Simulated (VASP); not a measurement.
Here is a VASP 6.6.1 calculation.

File INCAR:

```
PREC = Accurate
ENCUT = 520
EDIFF = 1E-7
ISMEAR = -1
SIGMA = 0.02
LREAL = Auto
LASPH = T
NELM = 100
ALGO = Normal
ISIF = 2
LWAVE = F
LCHARG = F
GGA = PE
IVDW = 12
NBANDS = 73
```

KPOINTS

```
Automatic mesh
0
Gamma
  1 1 1
```

The input POSCAR:

```
H8C3O2
1.0
    7.1348020000      0.0000000000      0.0000000000
    0.0000000000      7.1348020000      0.0000000000
    0.0000000000      0.0000000000      7.1348020000
C O H
9 6 24
Direct
    0.0594830803      0.8954978709      0.9222400285
    0.4815550593      0.5474013154      0.5657900528
    0.4248891560      0.4256460095      0.4064723870
    0.5326847192      0.8834022304      0.0979704833
    0.5669813963      0.9086446968     -0.1143689762
    0.8825893136      0.4771400804      0.7884451454
    1.0639258104      0.4775044914      0.6864801574
    1.0456632153      0.2773587830      0.1734596139
    0.8559452666      0.2935190073      0.2565172797
    0.0366793641      0.8094968858      1.0636735259
    0.1311318800      0.9718699972      0.7962099018
    0.4977573309      0.2230054877      0.4372090494
    0.7568675347      0.9636567350     -0.1357150486
    1.0214999659      0.6396953973      0.5512416462
    0.8437515155      0.1124488108      0.3721336626
    0.3938020985      0.1418399558      0.4901887957
    0.2823484099      0.4068928612      0.4053230910
    0.4469220029      0.4642595548      0.2534898656
    0.3915735854      0.6804393451      0.5657480053
    0.4614563936      0.4824801025      0.7148481486
    0.6246003743      0.6054968309      0.5622580697
    0.7848851307      1.0396364188     -0.2417866677
    0.5451027232      0.7826566175     -0.1800750743
    0.4882826461      1.0393140552     -0.1633962652
    0.3748106815      0.8565339304      0.1394853004
    0.6070525853      0.7429778710      0.1390928578
    0.6076132176      0.9951222192      0.1561220620
    1.0278491260      0.5689856565      0.4320232012
    1.1625129891      0.5346329162      0.7974152611
    1.1023291186      0.3528058662      0.6058332102
    0.8553566027      0.3451252046      0.8707179260
    0.8677746068      0.5989514495      0.8906484020
    0.7811008631      0.4791723723      0.6767531881
    0.7127597935      0.0995122219      0.4092054692
    0.8334078507      0.4250293141      0.3460642636
    0.7289480493      0.3266383566      0.1715254327
    1.1085941838      0.4038934788      0.1434938209
    1.1287208811      0.1870409298      0.2825866786
    1.0488868507      0.2071115639      0.0394264620
```

Potentials or basis: VASP PAW PBE potentials, release 64 (C, O, H).

Command:

```bash
$ cat potpaw_PBE.64/C/POTCAR potpaw_PBE.64/O/POTCAR potpaw_PBE.64/H/POTCAR > POTCAR
$ mpirun -np 1 vasp_gam > vasp.out
```

Problem. Predict the dispersion energy per atom.

Solution. -0.048 eV.

Problem. Predict the pressure.

Solution. -0.4 GPa.

Problem. Estimate the band gap on the k mesh.

Solution. 4.57 eV, direct.

Problem. Predict the largest force.

Solution. 4.029 eV/Å.

Stress tensor (GPa, compression positive):
```
 4.06  2.80  0.22
 2.80 -3.52  2.85
 0.22  2.85 -1.71
```

Caveat: the standard files for N, O and F lose accuracy on very short bonds. As with any semilocal functional, this PBE gap is likely too small.
